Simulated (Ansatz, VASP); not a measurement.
# Al2Pt in VASP and in Ansatz

Contents of INCAR:

```
SYSTEM = Al2Pt
PREC = Accurate ; ENCUT = 600
EDIFF = 1E-7 ; ISMEAR = -1
SIGMA = 0.15 ; LREAL = .False.
LASPH = .True. ; NELM = 100
ALGO = Normal ; ISIF = 3
LWAVE = .False. ; LCHARG = .False.
GGA = PS ; IBRION = 2
NSW = 80 ; EDIFFG = -0.001
```

KPOINTS

```
Automatic mesh
0
Gamma
  12 12 12
  0 0 0
```

File POSCAR:

```
Al2Pt
1.0
    0.0000000000      2.9482572945      2.9482572945
    2.9482572945      0.0000000000      2.9482572945
    2.9482572945      2.9482572945      0.0000000000
Al Pt
2 1
Direct
    0.2500000000      0.2500000000      0.2500000000
    0.7500000000      0.7500000000      0.7500000000
    0.0000000000      0.0000000000      0.0000000000
```

Input for Ansatz:

```yaml
crystal:
  lattice:
    - [0.0, 2.9482572945, 2.9482572945]
    - [2.9482572945, 0.0, 2.9482572945]
    - [2.9482572945, 2.9482572945, 0.0]
  atoms:
    - { symbol: Al, position: [0.25, 0.25, 0.25] }
    - { symbol: Al, position: [0.75, 0.75, 0.75] }
    - { symbol: Pt, position: [0.0, 0.0, 0.0] }
basis:
  ecutwfc: 420
kpoints:
  mp_grid: { grid: [12, 12, 12] }
hamiltonian:
  xc: pbesol
scf:
  occupations: { method: fermi_dirac, width: 0.15 }
output:
  forces: true
  stress: true
  eigenvalues: true
relax:
  adjacent_minimum: "off"
  f_tol: 0.001
  max_steps: 60
  cell: { stress_tol: 0.01 }
```

Alike in both runs: task relaxation of cell and atoms; functional PBEsol; k mesh 12 × 12 × 12; occupations fermi-dirac, width 0.15 eV; no spin polarisation.

|  | VASP | Ansatz |
| --- | --- | --- |
| version | VASP 6.6.1 | Ansatz 0.2.0 |
| potentials or method | VASP PAW PBE potentials, release 64 (Al, Pt) | scalar-relativistic, plane waves, PAW |
| plane-wave cutoff (eV) | 600 | 420 |
| valence electrons in the cell | 16 | 24 |

```csv
,VASP,Ansatz,Ansatz less VASP
"gap on the k mesh at the Fermi level, each at its own relaxed structure (eV)",none,none,-
relaxed volume (Å³/atom),17.09,17.09,+0.004
relaxed cell length with the largest relative difference (Å),4.170,4.170,+0.0003
```

A gap of «none» marks a metal or a gap that the smearing closes. The two sets of potentials don't hold the same shells in valence.

Caveats: the PAW data sets were made with another functional, which shifts forces and pressure a little (VASP). Spin-orbit coupling is left out, which matters for the levels of Pt.
